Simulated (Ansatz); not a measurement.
# CsSnI3 (P1) in Ansatz: convergence with k mesh

Aim: find how far k mesh must go before the results for CsSnI3 settle, at PBE. This setting moves, with any that are tied to it; all else stays.

Program: Ansatz 0.2.0. These are calculated values, not measurements. Logs are shortened: lines on timing, memory, paths and dates and some standing lists are left out, and cuts for length are marked.

### Step 1. The cell of the first run

The typed cell holds 5 atoms: a = 6.206 Å, b = 6.206 Å, c = 6.206 Å, α = 90.00°, β = 90.00°, γ = 90.00°.

The cell isn't the ideal one: atoms moved at random, drawn with an rms of 0.05 Å.

### Step 2. With k mesh 2 × 2 × 2

Input file input.yaml:

```yaml
crystal:
  lattice:
    - [6.2057, 0.0, 0.0]
    - [0.0, 6.2057, 0.0]
    - [0.0, 0.0, 6.2057]
  atoms:
    - { symbol: Cs, position: [-0.004604, -0.006344, -0.002443] }
    - { symbol: I, position: [0.505568, 0.496426, 0.007871] }
    - { symbol: I, position: [0.498343, -0.003234, 0.495961] }
    - { symbol: I, position: [0.013046, 0.502798, 0.498034] }
    - { symbol: Sn, position: [0.49958, 0.501467, 0.49721] }
hamiltonian:
  xc: pbe
  pseudopotentials: { kind: paw }
kpoints:
  mp_grid: { grid: [2, 2, 2] }
scf:
  occupations: { method: methfessel_paxton, width: 0.05 }
output:
  forces: true
  stress: true
  eigenvalues: true
```

Potentials or basis: Ansatz PAW.

On the command line:

```console
$ ansatz run input.yaml --threads 2 --pin off --max-ram 5632MiB --backend cpu --events-out ev --progress --plain --runs-dir out
```

Standard output:

```text
Warning: RAYON_NUM_THREADS=2 ignored (pool sized by the plan → 2); use --threads N
Engine: ansatz 0.2.0, aarch64-unknown-linux-gnu
Pseudopotentials: kind: paw
Pseudopotential: Cs, paw, valence charge 9, recommended cutoff 420 eV (normal), Cs.paw.azcp
Pseudopotential: I, paw, valence charge 17, recommended cutoff 420 eV (normal), I.paw.azcp
Pseudopotential: Sn, paw, valence charge 14, recommended cutoff 420 eV (normal), Sn.paw.azcp
Functional definition: PBE
  parameter kappa = 0.804
  parameter beta = 0.06672455060314922
  exchange = pbe_x(kappa = kappa, mu = beta*pi^2/3)
  correlation = pbe_c(beta = beta)
Crystal: 5 atoms, lattice volume = 238.986 Å³
Basis set: ecut = 420 eV, 4697 PW (Γ), exchange–correlation on 90×90×90 points (8 copies of the dense FFT grid, shifted against one another)
Bands: 45, of which v1, the nominal top of the filled ones, is band 37 counted from 1 (36 counted from 0)
Symmetry: 1 space group operations
Space group: P1 (ITA 1), of the structure as read, at distance tolerance 6.2e-5 Å
k-points: 8
Non-local potential: Cs, projectors of the file, l = 0: 3, l = 1: 2, l = 2: 2, l = 3: 2
Non-local potential: I, projectors of the file, l = 0: 2, l = 1: 2, l = 2: 2, l = 3: 2
Non-local potential: Sn, projectors of the file, l = 0: 2, l = 1: 2, l = 2: 2, l = 3: 2
PAW form: soft (Blöchl's): semilocal exchange-correlation on the pseudo side does not see the compensation charge
PAW one-centre angular grid: Cs, 194 points (default); XC on 64 Gauss nodes
PAW one-centre angular grid: I, 590 points (default); XC on 64 Gauss nodes
PAW one-centre angular grid: Sn, 590 points (default); XC on 64 Gauss nodes
Initial density: superposition of atomic densities (neutral atoms: chi_scale 0, normalization atom), corrected by the library's trained network
Initial wavefunctions: pseudopotential atomic-orbital guess
Functional: x = pbe(κ = 0.804, μ = 0.2195149727645171), c = pbe(β = 0.06672455060314922)
SCF iter   1: F=—  HF=-34237.557971 eV  |F-HF|=—  |Δ(HF+E_count)|=         —  Δρ=4.27e-3  dr2=6.67e-2  ethr=1.77e-3  ⟨swp⟩=9.5  Hψ=1697  notcnv=0  defer=8
preconditioner: auto → Resta (q_TF=auto, 2.244 Å⁻¹)  ε∞=3.0  [insulator: Δε(μ)=0.375 eV  Ē_g=9.684 eV  σ=0.050 eV  W_gap=1.00  n_scr=32 (ndim 8)  ℏωp=13.6 eV  f_vac=0.147  D(μ)=-0.00/eV (n_scr^D=0)  ε∞_Penn≈3.0]
SCF iter   2: F=—  HF=-34237.543567 eV  |F-HF|=—  |Δ(HF+E_count)|=   1.44e-2  S|Δr|=    0.00e0  Δρ=2.23e-3  dr2=1.48e-2  ethr=9.02e-5  ⟨swp⟩=3.1  Hψ=693  notcnv=0  defer=18
SCF iter   3: F=—  HF=-34237.541096 eV  |F-HF|=—  |Δ(HF+E_count)|=   2.47e-3  S|Δr|=    0.00e0  Δρ=5.57e-4  dr2=7.85e-4  ethr=2.00e-5  ⟨swp⟩=3.0  Hψ=579  notcnv=0  defer=10
automatic band count: iteration 3 solves 44 bands in place of 45: the levels show a gap, and the empty bands left out lie too high to hold charge; the band table lists the bands solved (type scf.n_extra_bands for more)
SCF iter   4: F=—  HF=-34237.540982 eV  |F-HF|=—  |Δ(HF+E_count)|=   1.14e-4  S|Δr|=    0.00e0  Δρ=1.75e-4  dr2=8.12e-5  ethr=1.06e-6  ⟨swp⟩=2.1  Hψ=639  notcnv=0  defer=10
SCF iter   5: F=—  HF=-34237.540982 eV  |F-HF|=—  |Δ(HF+E_count)|=   3.63e-7  S|Δr|=    0.00e0  Δρ=5.62e-5  dr2=4.90e-6  ethr=1.10e-7  ⟨swp⟩=2.0  Hψ=638  notcnv=0  defer=10
SCF iter   6: F=—  HF=-34237.540980 eV  |F-HF|=—  |Δ(HF+E_count)|=   2.24e-6  S|Δr|=    0.00e0  Δρ=1.55e-5  dr2=9.08e-7  ethr=6.62e-9  ⟨swp⟩=2.0  Hψ=641  notcnv=0  defer=10
SCF iter   7: F=-34237.540980 eV  HF=-34237.540980 eV  |F-HF|=3.23e-8  |Δ(HF+E_count)|=   1.67e-8  S|Δr|=    0.00e0  Δρ=5.36e-6  dr2=8.99e-8  ethr=1.35e-10  ⟨swp⟩=10.9  Hψ=1930  notcnv=0
SCF 1 converged in 7 iterations: F = -34237.540980 eV  dr2 = 8.99e-8
SCF converged after 7 iterations
Stability not checked: this state was not tested for a lower state beside it, because cold or Methfessel-Paxton smearing, or corrected tetrahedra, fill the levels in a way that the test cannot read (fill_not_monotonic; see scf.lower_state_search)
Free energy (F): -34237.540980 eV
Harris-Foulkes:  -34237.540980 eV  (|F-HF|=3.23e-8)
Internal energy: -34237.540983 eV  (E = F + TS)
E sigma→0 (E₀):  -34237.540981 eV
Entropy (-TS):   0.000003 eV (0.001 meV/atom)
Fermi energy:    5.400803 eV
Step filling:    the computed levels leave a gap of 0.3160 eV = 6.3 smearing widths at the electron count; against every level under it full and every level over it empty, smearing changes F+E_penalty+E_count by +1.53e-4 meV and its σ→0 estimate by -6.49e-4 meV
--- Per-component energies (eV) ---
  E_band       = -1419.842137
  E_kinetic    = 894.600599
  E_local      = -8829.162858  (includes V_loc(G=0)·N_el)
  E_nonlocal   = -274.141465
  E_hartree    = 4508.731299
  E_xc         = -942.461257
  E_vxc        = -609.310615  (∫ρ·V_xc dr)
  E_paw        = -23647.783980  (= ΣΔE_a)
  E_vpaw       = -1619.279180  (= ΣTr[D̂ρ^β])
  E_aug_tail   = -0.000041  (compensation charges beyond the density's cutoff)
  E_ewald      = -5947.323281
  E_smearing   = 0.000003  (= −TS)
  E_closure    = -0.000000  (closes the sum)
  Σ components = -34237.540980   (vs F -34237.540980, Δ=0.00e0)
--- Forces (eV/Å), atoms counted from 1 ---
  atom   1  Cs     0.01356700     0.00165413     0.01052777
  atom   2  I     -0.04545339    -0.00361837     0.22681928
  atom   3  I     -0.09241545    -0.08368847    -0.09293130
  atom   4  I      0.22432094     0.03540166    -0.07558382
  atom   5  Sn    -0.10001373     0.05026331    -0.06883393
  max |Σ_I F_I| component: 1.23e-5 eV/Å
--- Stress (GPa, compression-positive) ---
        2.066142       0.020199      -0.015536
        0.020199       2.018674      -0.000064
       -0.015536      -0.000064       2.088039
  P = ⅓ Tr σ = 2.0576 GPa (20.576 kbar)
--- Band table (eV; the first three rows and the last of 8) ---
  k-point 0: bands = ["-39.7518", "-39.7363", "-39.7254", "-39.7215", "-39.7212", "-39.7065", "-39.7062", "-39.6960", "-39.6957", "-39.6500", "-39.6494", "-39.6365", "-39.6359", "-39.6278", "-39.6271", "-17.0349", "-17.0254", "-17.0176", "-17.0073", "-17.0019", "-16.9870", "-7.9336", "-7.1897", "-7.1757", "-3.7818", "-3.7814", "-3.7805", "-1.0810", "0.5775", "0.5810", "0.6112", "3.0068", "3.0120", "3.0167", "3.1703", "3.1729", "3.1751", "7.5130", "8.4401", "8.4422", "8.7475", "8.7506", "8.7546", "9.9360"]
  k-point 1: bands = ["-39.7518", "-39.7362", "-39.7254", "-39.7215", "-39.7212", "-39.7065", "-39.7062", "-39.6960", "-39.6958", "-39.6500", "-39.6494", "-39.6365", "-39.6359", "-39.6278", "-39.6271", "-17.0346", "-17.0247", "-17.0175", "-17.0074", "-17.0021", "-16.9866", "-7.7371", "-7.4104", "-7.1793", "-3.7750", "-3.7739", "-3.7632", "-1.9247", "0.6920", "0.6941", "2.2452", "2.7677", "2.7696", "2.8528", "3.0412", "3.0539", "3.7473", "6.3383", "9.0622", "9.2467", "9.5045", "9.5877", "9.5940", "9.5955"]
  k-point 2: bands = ["-39.7518", "-39.7363", "-39.7253", "-39.7215", "-39.7212", "-39.7065", "-39.7062", "-39.6960", "-39.6958", "-39.6500", "-39.6494", "-39.6365", "-39.6359", "-39.6278", "-39.6271", "-17.0337", "-17.0254", "-17.0177", "-17.0074", "-17.0019", "-16.9866", "-7.7373", "-7.4046", "-7.1854", "-3.7746", "-3.7739", "-3.7637", "-1.9288", "0.6892", "0.7097", "2.2435", "2.7310", "2.7801", "2.8877", "3.0391", "3.0489", "3.7481", "6.3196", "9.0594", "9.2452", "9.4717", "9.5265", "9.5847", "9.6067"]
  k-point 7: bands = ["-39.7517", "-39.7362", "-39.7253", "-39.7215", "-39.7212", "-39.7065", "-39.7062", "-39.6960", "-39.6958", "-39.6500", "-39.6494", "-39.6365", "-39.6359", "-39.6278", "-39.6271", "-17.0332", "-17.0240", "-17.0174", "-17.0076", "-17.0022", "-16.9859", "-7.4267", "-7.4085", "-7.3974", "-3.8017", "-3.8013", "-3.8006", "-3.3045", "2.0516", "2.0563", "2.0625", "2.7911", "2.8171", "3.6118", "3.6153", "3.6231", "5.2431", "5.5591", "5.5800", "5.6271", "8.3147", "9.3101", "9.3133", "9.3161"]
```

Wall time 2.3 s (2 threads of Arm Neoverse V2, shared host); peak memory 0.52 GiB.

What came out:

- Free energy: -34237.5410 eV
- Pressure: 2.1 GPa
- Largest force: 0.239 eV/Å
- Band gap on the k mesh: 0.32 eV, direct

### Step 3. With k mesh 3 × 3 × 3

Edit input.yaml of step 2 so:

```diff
@@ -15,3 +15,3 @@
 kpoints:
-  mp_grid: { grid: [2, 2, 2] }
+  mp_grid: { grid: [3, 3, 3] }
 scf:
```

Potentials or basis: Ansatz PAW.

On the command line:

```console
$ ansatz run input.yaml --threads 2 --pin off --max-ram 5632MiB --backend cpu --events-out ev --progress --plain --runs-dir out
```

Run time: 5.7 s. Hardware: 2 threads of Arm Neoverse V2, shared host; peak memory 0.5 GiB.

Results:

| Property | Result |
| --- | --- |
| Free energy | -34238.6530 eV |
| Pressure | 0.3 GPa |
| Largest force | 0.185 eV/Å |
| Band gap on the k mesh | 3.03 eV, direct |

### Step 4. With k mesh 4 × 4 × 4

Edit input.yaml of step 3 so:

```diff
@@ -15,3 +15,3 @@
 kpoints:
-  mp_grid: { grid: [3, 3, 3] }
+  mp_grid: { grid: [4, 4, 4] }
 scf:
```

On the command line:

```console
$ ansatz run input.yaml --threads 2 --pin off --max-ram 5632MiB --backend cpu --events-out ev --progress --plain --runs-dir out
```

Wall time 13 s (2 threads of Arm Neoverse V2, shared host); peak memory 0.61 GiB.

What came out:

```
Free energy            : -34238.3947 eV
Pressure               : 0.9 GPa
Largest force          : 0.080 eV/Å
Band gap on the k mesh : 0.37 eV, direct
```

### Step 5. With k mesh 5 × 5 × 5

Edit input.yaml of step 4 so:

```diff
@@ -15,3 +15,3 @@
 kpoints:
-  mp_grid: { grid: [4, 4, 4] }
+  mp_grid: { grid: [5, 5, 5] }
 scf:
```

On the command line:

```console
$ ansatz run input.yaml --threads 2 --pin off --max-ram 5632MiB --backend cpu --events-out ev --progress --plain --runs-dir out
```

Run time: 24 s. Hardware: 2 threads of Arm Neoverse V2, shared host; peak memory 0.77 GiB.

Results (log left out):

```
Free energy            : -34238.4922 eV
Pressure               : 0.6 GPa
Largest force          : 0.143 eV/Å
Band gap on the k mesh : 1.72 eV, direct
```

### Step 6. With k mesh 6 × 6 × 6

Edit input.yaml of step 5 so:

```diff
@@ -15,3 +15,3 @@
 kpoints:
-  mp_grid: { grid: [5, 5, 5] }
+  mp_grid: { grid: [6, 6, 6] }
 scf:
```

Potentials or basis: Ansatz PAW.

On the command line:

```console
$ ansatz run input.yaml --threads 2 --pin off --max-ram 5632MiB --backend cpu --events-out ev --progress --plain --runs-dir out
```

Run time: 45 s. Hardware: 2 threads of Arm Neoverse V2, shared host; peak memory 1 GiB.

It converged, with:

| Quantity | Value |
| --- | --- |
| Free energy | -34238.4561 eV |
| Pressure | 0.7 GPa |
| Largest force | 0.116 eV/Å |
| Band gap on the k mesh | 0.38 eV, direct |

### Step 7. With k mesh 7 × 7 × 7

Edit input.yaml of step 6 so:

```diff
@@ -15,3 +15,3 @@
 kpoints:
-  mp_grid: { grid: [6, 6, 6] }
+  mp_grid: { grid: [7, 7, 7] }
 scf:
```

On the command line:

```console
$ ansatz run input.yaml --threads 2 --pin off --max-ram 5632MiB --backend cpu --events-out ev --progress --plain --runs-dir out
```

Wall time 69 s (2 threads of Arm Neoverse V2, shared host); peak memory 1.4 GiB.

Results (log left out):

| Item | Value |
| --- | --- |
| Free energy | -34238.4723 eV |
| Pressure | 0.7 GPa |
| Largest force | 0.132 eV/Å |
| Band gap on the k mesh | 1.21 eV, direct |

### Step 8. Summary

```csv
k mesh,"energy less the tightest run, at zero smearing (meV/atom)",pressure (GPa),largest force (eV/Å),gap on the mesh (eV),SCF cycles,CPU time (s),peak memory (GiB)
2 × 2 × 2,186.27,2.06,0.239,0.316,7,4.4,0.52
3 × 3 × 3,-36.13,0.35,0.185,3.025,6,11,0.5
4 × 4 × 4,15.53,0.86,0.080,0.369,7,26,0.61
5 × 5 × 5,-3.97,0.60,0.143,1.719,6,48,0.77
6 × 6 × 6,3.24,0.72,0.116,0.375,7,90,1
7 × 7 × 7,0.00,0.65,0.132,1.207,6,140,1.4
```

Against the tightest run, the pressure stays within 0.1 GPa from 5 × 5 × 5 on. Not settled before the last step: the energy (to 1 meV/atom), the largest force (to 0.005 eV/Å), the gap on the mesh (to 0.01 eV). Meshes of other sizes hit other points, so gaps and Fermi surfaces needn't settle smoothly. The tightest run that finished is the yardstick and may itself not be fully converged.

Caveats: odd divisions of the mesh miss points on the zone boundary, where band edges often lie, so the gap on the mesh can be too wide; spin-orbit coupling is left out, which moves the levels of the heavy elements; the cell was measured hot, at 500 K.
